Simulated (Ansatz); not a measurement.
SiNi, DFT, PBE, PAW with Ansatz's default frozen-core files, scalar-relativistic (Ansatz 0.2.0), run on 1 thread of Intel(R) Xeon(R) Platinum 8488C (Sapphire Rapids) on a shared host.

The cell is COD entry 2300377, as deposited and not checked against the literature; nothing was relaxed. The listed cell was then made from it by scaling, straining or moving an atom.

Command: `ansatz run input.yaml --threads 1 --pin off --max-ram 6144MiB --backend cpu --events-out ev --progress --plain --runs-dir out`

```yaml
crystal:
  lattice:
    - [3.02662, -0.0302662, -0.0302662]
    - [-0.032735, 3.2735, -0.032735]
    - [-0.0469776, -0.0469776, 4.69776]
  atoms:
    - { symbol: Si, position: [0.5, 0.5, 0.8423] }
    - { symbol: Si, position: [0.0, 0.0, 0.1577] }
    - { symbol: Ni, position: [0.5, 0.5, 0.34422], spin: 1.5 }
    - { symbol: Ni, position: [0.0, 0.0, 0.65578], spin: 1.5 }
magnetization:
  spin_polarized: true
kpoints:
  mp_grid: { grid: [11, 10, 7] }
scf:
  occupations: { method: fermi_dirac, width: 0.05 }
hamiltonian:
  xc: pbe
  pseudopotentials: { kind: paw }
output:
  forces: true
  stress: true
  eigenvalues: true
  efg: { contact_densities: true }
  write_density: true
  write_potential: true
  elf: true
  volumetric_format: npy
```

Q: How large is the problem that the program sets up?

A: 386 irreducible k-points, 913 plane waves at Γ, 29 bands.

Q: About how long does it take, and how much memory does it use?

A: 100 s of wall time for 12 SCF iterations, with a peak of 0.98 GiB. Times on shared machines scatter by tens of per cent.

Q: And the same cell and mesh by all-electron PAW (datasets made for this crystal), asked for forces, stress, eigenvalues, efg, on the same hardware?

A: 5.8 min, peak memory 2.4 GiB.
